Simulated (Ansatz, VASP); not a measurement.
# P (blue phosphorene 5 layers, AB) in two plane-wave programs, part 2 of 2

Wanted: the spread between two codes on one cell, functional and k mesh. The structure shown is the start of the Ansatz relaxation below; VASP solves that cell, so the two are compared at the walk's first step.

VASP 6.6.1 and Ansatz 0.2.0.

So far: The structure; Ansatz: relaxation, PBEsol with D3(BJ).

### 3. VASP: single point, PBEsol with D3(BJ), start cell

Level of this step: PBEsol with D3(BJ); plane waves and PAW (P) (VASP).

The same cell, functional, mesh and smearing now go to VASP, with its own data sets.

Lines of VASP's logs that name or quote its potential files are left out, and so is its time.

Contents of INCAR:

```
SYSTEM = P
PREC = Accurate
ENCUT = 400
EDIFF = 1E-06
NELM = 120
ISMEAR = -1
SIGMA = 0.05
LREAL = .FALSE.
ALGO = Normal
GGA = PS
IVDW = 12
NBANDS = 35
LORBIT = 11
LWAVE = .FALSE.
LCHARG = .FALSE.
ISIF = 2
LDIPOL = .TRUE.
IDIPOL = 3
DIPOL = 0.5 0.5 0.5
LVHAR = .TRUE.
LASPH = .TRUE.
GGA_COMPAT = .FALSE.
NELMDL = -8
KPAR = 2
```

Contents of POSCAR:

```
P
1.0
    3.2800000000      0.0000000000      0.0000000000
   -1.6400000000      2.8405630000      0.0000000000
    0.0000000000      0.0000000000     69.0000000000
P
10
Direct
    0.6666666080      0.3333332160      0.3623188406
    0.3333333920      0.6666667840      0.3802898551
    0.0000000000      0.0000000000      0.4266666667
    0.6666666080      0.3333332160      0.4446376812
    0.6666666080      0.3333332160      0.4910144928
    0.3333333920      0.6666667840      0.5089855072
    0.0000000000      0.0000000000      0.5553623188
    0.6666666080      0.3333332160      0.5733333333
    0.6666666080      0.3333332160      0.6197101449
    0.3333333920      0.6666667840      0.6376811594
```

Contents of KPOINTS:

```
Automatic mesh
0
Gamma
12 12 1
0 0 0
```

The projector-augmented-wave data sets are P (PBE family, release 64).

On the command line:

```console
$ mpirun -np 2 vasp_std
```

Numbers of over 12 decimals in the logs are rounded to 6 here.

The log of the run:

```text
[banner, memory and clock lines left out]
running    2 mpi-ranks, on    1 nodes
 distrk:  each k-point on    1 cores,    2 groups
 distr:  one band on    1 cores,    1 groups

 POSCAR found type information on POSCAR P
 POSCAR found :  1 types and      10 ions
|                                                                             |
|               ----> ADVICE to this user running VASP <----                  |
|                                                                             |
|     You enforced a specific xc type in the INCAR file but a different       |
|     [... a line on the potential file left out ...]
|     I HOPE YOU KNOW WHAT YOU ARE DOING!                                     |
|                                                                             |

 LDA part: xc-table for (Slater+PW92), standard interpolation
|                                                                             |
|           W    W    AA    RRRRR   N    N  II  N    N   GGGG   !!!           |
|           W    W   A  A   R    R  NN   N  II  NN   N  G    G  !!!           |
|           W    W  A    A  R    R  N N  N  II  N N  N  G       !!!           |
|           W WW W  AAAAAA  RRRRR   N  N N  II  N  N N  G  GGG   !            |
|           WW  WW  A    A  R   R   N   NN  II  N   NN  G    G                |
|           W    W  A    A  R    R  N    N  II  N    N   GGGG   !!!           |
|                                                                             |
|     One of the lattice vectors is very long (>50 A), but AMIN is rather     |
|     large. This can spoil convergence since charge sloshing might occur     |
|     along the long lattice vector. If problems with convergence are         |
|     observed, try to decrease AMIN to a smaller value (e.g. 0.01).          |
|     Note: This warning only applies if the self-consistency cycle is        |
|     used.                                                                   |
|                                                                             |

 POSCAR, INCAR and KPOINTS ok, starting setup
 FFT: planning ... GRIDC
 FFT: planning ... GRID_SOFT
 FFT: planning ... GRID
 WAVECAR not read
 entering main loop
       N       E                     dE             d eps       ncg     rms          rms(c)
DAV:   1     0.326461377229E+03    0.32646E+03   -0.14188E+04  1346   0.841E+02
DAV:   2    -0.148045061902E+02   -0.34127E+03   -0.32369E+03  1956   0.187E+02
DAV:   3    -0.559744414958E+02   -0.41170E+02   -0.40713E+02  1615   0.705E+01
DAV:   4    -0.571841762783E+02   -0.12097E+01   -0.12013E+01  1803   0.148E+01
DAV:   5    -0.572311752621E+02   -0.46999E-01   -0.46922E-01  2073   0.261E+00
DAV:   6    -0.572322380321E+02   -0.10628E-02   -0.10623E-02  1939   0.384E-01
DAV:   7    -0.572322674510E+02   -0.29419E-04   -0.29413E-04  2097   0.573E-02
DAV:   8    -0.572322683556E+02   -0.90460E-06   -0.90429E-06  1660   0.894E-03    0.154E+01
DAV:   9    -0.568533580204E+02    0.37891E+00   -0.21316E-01  1568   0.176E+00    0.902E+00
DAV:  10    -0.566960565801E+02    0.15730E+00   -0.39615E-01  1608   0.241E+00    0.456E-01
DAV:  11    -0.567051722679E+02   -0.91157E-02   -0.11140E-01  1841   0.200E+00    0.352E-01
DAV:  12    -0.567123681476E+02   -0.71959E-02   -0.34765E-01  2036   0.264E+00    0.287E-01
DAV:  13    -0.566974045351E+02    0.14964E-01   -0.16058E-01  2139   0.175E+00    0.195E-01
DAV:  14    -0.566968794990E+02    0.52504E-03   -0.92782E-03  1633   0.574E-01    0.187E-01
[...]
DAV:  24    -0.566968340357E+02   -0.66941E-05   -0.59076E-07   988   0.347E-03    0.438E-03
DAV:  25    -0.566968508419E+02   -0.16806E-04   -0.22908E-06  1263   0.619E-03    0.330E-03
DAV:  26    -0.566968575304E+02   -0.66886E-05   -0.69404E-07   959   0.370E-03    0.318E-03
DAV:  27    -0.566968586288E+02   -0.10983E-05   -0.10751E-07   770   0.149E-03    0.295E-03
DAV:  28    -0.566968607548E+02   -0.21261E-05   -0.44816E-08   775   0.111E-03    0.277E-03
DAV:  29    -0.566968706571E+02   -0.99023E-05   -0.86357E-07  1121   0.530E-03    0.181E-03
DAV:  30    -0.566968716721E+02   -0.10150E-05   -0.36241E-07   794   0.215E-03    0.180E-03
DAV:  31    -0.566968719260E+02   -0.25386E-06   -0.49075E-08   752   0.975E-04
   1 F= -.59118174E+02 E0= -.59110285E+02  d E =-.157774E-01
```

OUTCAR, selected parts (step 3):

```text
ion  position               nearest neighbor table
   1  0.667  0.333  0.362-   2 2.26   2 2.26   2 2.26
   2  0.333  0.667  0.380-   1 2.26   1 2.26   1 2.26
   3  0.000  0.000  0.427-   4 2.26   4 2.26   4 2.26
   4  0.667  0.333  0.445-   3 2.26   3 2.26   3 2.26
   5  0.667  0.333  0.491-   6 2.26   6 2.26   6 2.26
   6  0.333  0.667  0.509-   5 2.26   5 2.26   5 2.26
   7  0.000  0.000  0.555-   8 2.26   8 2.26   8 2.26
   8  0.667  0.333  0.573-   7 2.26   7 2.26   7 2.26
   9  0.667  0.333  0.620-  10 2.26  10 2.26  10 2.26
  10  0.333  0.667  0.638-   9 2.26   9 2.26   9 2.26

  LATTYP: Found a hexagonal cell.
 ALAT       =     3.2800000000
 C/A-ratio  =    21.0365853659

 Subroutine GETGRP returns: Found  6 space group operations
 (whereof  6 operations were pure point group operations)

The static configuration has the point symmetry C_3v.

 Found     19 irreducible k-points:

   k-points           NKPTS =     19   k-points in BZ     NKDIM =     19   number of bands    NBANDS=     35

   dimension x,y,z NGX =    24 NGY =   24 NGZ =  450
   dimension x,y,z NGXF=    48 NGYF=   48 NGZF=  900

   ENCUT  =  400.0 eV  29.40 Ry    5.42 a.u.   5.35  5.35112.52*2*pi/ulx,y,z

   NELECT =      50.0000    total number of electrons

 k-points in reciprocal lattice and weights: Automatic mesh
   0.00000000  0.00000000  0.00000000       0.007
   0.08333333  0.00000000  0.00000000       0.042
   0.16666667  0.00000000  0.00000000       0.042
   0.25000000  0.00000000  0.00000000       0.042
   0.33333333  0.00000000  0.00000000       0.042
   0.41666667  0.00000000  0.00000000       0.042
   0.50000000  0.00000000  0.00000000       0.021
   0.08333333  0.08333333  0.00000000       0.042
   0.16666667  0.08333333  0.00000000       0.083
[...]
0.33333333  0.25000000  0.00000000       0.083
   0.33333333  0.33333333  0.00000000       0.014

 dipolmoment           0.000000      0.000000     -0.000222 electrons x Angstroem

 average (electrostatic) potential at core
       1 -90.7348       2 -90.7459       3 -90.7820       4 -90.7797       5 -90.7760
       6 -90.7872       7 -90.7615       8 -90.7440       9 -90.7636      10 -90.7635

 E-fermi :  -1.3126

 k-point     1 :       0.0000    0.0000    0.0000
  band No.  band energies     occupation
    ...
     21      -2.9101      2.00000
     22      -2.9020      2.00000
     23      -2.9020      2.00000
     24      -2.1217      2.00000
     25      -1.3002      0.87705
     26       0.8666      0.00000
     27       0.9173      0.00000
     28       0.9442      0.00000
     29       0.9443      0.00000
     30       0.9774      0.00000
    ...

 k-point     2 :       0.0833    0.0000    0.0000
  band No.  band energies     occupation
    ...
     21      -3.1549      2.00000
     22      -3.1452      2.00000
     23      -2.9951      2.00000
     24      -2.0661      2.00000
     25      -1.2888      0.76654
     26       0.6209      0.00000
     27       0.6765      0.00000
     28       0.7422      0.00000
     29       0.8006      0.00000
     30       0.8350      0.00000
    ...

 k-point     3 :       0.1667    0.0000    0.0000
  band No.  band energies     occupation
    ...
     21      -3.6909      2.00000
     22      -3.6772      2.00000
     23      -2.8551      2.00000
     24      -1.9976      2.00000
     25      -1.3616      1.45455
     26      -0.0735      0.00000
     27      -0.0375      0.00000
     28       0.1035      0.00000
     29       0.1731      0.00000
     30       0.1826      0.00000
    ...

 Edisp (eV)   -2.42130

  Total      -4.39927    -4.39927    -0.81058     0.00000    -0.00000     0.00000
  in kB     -10.96387   -10.96386    -2.02014     0.00000    -0.00000     0.00000
  external pressure =       -7.98 kB  Pullay stress =        0.00 kB

  energy-cutoff  :      400.00
  volume of cell :      642.88
      direct lattice vectors                 reciprocal lattice vectors
     3.280000000  0.000000000  0.000000000     0.304878049  0.176021444  0.000000000
    -1.640000000  2.840563000  0.000000000     0.000000000  0.352042887  0.000000000
     0.000000000  0.000000000 69.000000000     0.000000000  0.000000000  0.014492754

 POSITION                                       TOTAL-FORCE (eV/Angst)
 -----------------------------------------------------------------------------------
      1.64000      0.94685     25.00000        -0.000000     -0.000000      0.240658
      0.00000      1.89371     26.24000        -0.000000     -0.000000     -0.132071
      0.00000      0.00000     29.44000        -0.000000      0.000000      0.153920
      1.64000      0.94685     30.68000         0.000000      0.000000     -0.474480
      1.64000      0.94685     33.88000         0.000000      0.000000      0.523508
      0.00000      1.89371     35.12000        -0.000000      0.000000     -0.140308
      0.00000      0.00000     38.32000        -0.000000      0.000000      0.096184
      1.64000      0.94685     39.56000        -0.000000     -0.000000     -0.554643
      1.64000      0.94685     42.76000        -0.000000      0.000000      0.403939
      0.00000      1.89371     44.00000         0.000000     -0.000000     -0.116708
 -----------------------------------------------------------------------------------
    total drift:                                0.000000      0.000150     -0.000038

  FREE ENERGIE OF THE ION-ELECTRON SYSTEM (eV)
  ---------------------------------------------------
  free  energy   TOTEN  =       -59.1181741324 eV

  energy  without entropy=      -59.1023967353  energy(sigma->0) =      -59.11028543

 vacuum level on the upper side and lower side of the slab         3.374         3.379

 total charge
# of ion       s       p       d       tot
------------------------------------------
    1        1.093   1.345   0.000   2.439
    2        1.096   1.342   0.000   2.437
    3        1.099   1.336   0.000   2.434
    4        1.100   1.341   0.000   2.441
    5        1.101   1.340   0.000   2.441
    6        1.099   1.334   0.000   2.433
    7        1.098   1.336   0.000   2.433
    8        1.101   1.341   0.000   2.442
    9        1.099   1.343   0.000   2.442
   10        1.095   1.341   0.000   2.436
--------------------------------------------------
tot         10.980  13.399   0.000  24.379

[... 3 further parts left out ...]
```

### 4. Side by side

Known differences besides the potentials themselves: Ansatz cuts the interaction across the vacuum, VASP repeats the sheet with a dipole correction; the cutoff is 420 eV in Ansatz and 400 eV in VASP; Ansatz makes its cores anew for this functional, VASP keeps those of its PBE data sets. Total energies have different zeros and are not compared.

Forces (eV/Å; atoms numbered as in POSCAR):

```csv
atom,"Ansatz x, y, z","VASP x, y, z"
P1,"0.000, 0.000, 0.193","0.000, 0.000, 0.241"
P2,"0.000, 0.000, -0.076","0.000, 0.000, -0.132"
P3,"0.000, 0.000, 0.112","0.000, 0.000, 0.154"
P4,"0.000, 0.000, -0.418","0.000, 0.000, -0.474"
P5,"0.000, 0.000, 0.473","0.000, 0.000, 0.524"
P6,"0.000, 0.000, -0.098","0.000, 0.000, -0.140"
P7,"0.000, 0.000, 0.049","0.000, 0.000, 0.096"
P8,"0.000, 0.000, -0.505","0.000, 0.000, -0.555"
P9,"0.000, 0.000, 0.341","0.000, 0.000, 0.404"
P10,"0.000, 0.000, -0.070","0.000, 0.000, -0.117"
```

The forces differ by 29 meV/Å r.m.s., which is 15.1 % of the r.m.s. force of 0.192 eV/Å (both taken over all components). With vacuum in the cell, a pressure given here is an average over mostly empty space and none of the material.

### 5. What came out

```yaml
r_m_s_force_difference_single_point_pbesol_with_d3_bj_start_cell: 29 meV/Å
```

The r.m.s. force difference is 29 meV/Å (single point, PBEsol with D3(BJ), start cell), beyond the 12 meV/Å picked in this series as the mark of a large difference. What causes the difference of the single point, PBEsol with D3(BJ), start cell pair stays open here. 1 further run of this series is not shown here. How closely two codes agree says nothing of how well the functional describes the real material.

[Lines on the potential files, build, host, timing and source positions are cut from VASP's logs without a mark.]

[Logs are printed without paths, hosts, clocks, repeated set-up lines and the standing remarks that a program may print on its own settings, such as how far it seeks lower states.]

[Hosts, paths, dates, database ids (printed as entryN), source tags and the programs' standing remarks are cut or masked in the printed files.]
